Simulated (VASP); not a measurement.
Wanted: the native input for a VASP 6.6.1 run.

| Item | Value |
| --- | --- |
| Task | single point |
| Functional | PBEsol |
| Potentials or basis | VASP PAW PBE potentials, release 64 (Li_sv, S) |
| Cutoff | 520 eV |
| k mesh | 8 × 8 × 8 |
| Occupations | gaussian, width 0.01 eV |
| Spin | no spin polarisation |
| Dipole correction | no |
| Further INCAR settings | ALGO = Normal; EDIFF = 1e-06; NBANDS = 13 |

The structure of Li2S lies in POSCAR:

```
Li2S
1.0
    0.0000000000      2.8273141368      2.8273141368
    2.8273141368      0.0000000000      2.8273141368
    2.8273141368      2.8273141368      0.0000000000
Li S
2 1
Direct
    0.2500000000      0.2500000000      0.2500000000
    0.7500000000      0.7500000000      0.7500000000
    0.0000000000      0.0000000000      0.0000000000
```

The cell isn't the ideal one: cell and atoms relaxed tightly for response.

One way to write it, as run:

INCAR

```
SYSTEM = Li2S
ALGO     = Normal         ! electronic algorithm
EDIFF    = 1E-6           ! SCF threshold, eV
ENCUT    = 520            ! plane-wave cutoff, eV
GGA      = PS             ! functional
ISIF     = 2              ! what is computed and relaxed
ISMEAR   = 0              ! smearing method
LASPH    = .True.         ! aspherical terms in the spheres
LCHARG   = .True.         ! write CHGCAR
LELF     = .True.         ! ELF
LREAL    = .False.        ! projectors in reciprocal space
LVHAR    = .True.       
LWAVE    = .False.        ! write WAVECAR
NBANDS   = 13             ! bands
NELM     = 100            ! most SCF steps
PREC     = Accurate       ! precision mode
SIGMA    = 0.01           ! smearing width, eV
```

KPOINTS

```
k-points
0
Gamma
  8 8 8
  0 0 0
```

Potentials or basis: VASP PAW PBE potentials, release 64 (Li_sv, S).

Command:

```sh
$ cat potpaw_PBE.64/Li_sv/POTCAR potpaw_PBE.64/S/POTCAR > POTCAR
$ mpirun -np 1 vasp_std > vasp.out
```

Results of the run:

The band gap on the k mesh is 3.20 eV, indirect (least direct gap 4.22 eV).

It took 20 s on 1 thread of Intel(R) Xeon(R) Platinum 8488C (Sapphire Rapids), with other jobs on the host, peak memory 0.16 GiB.
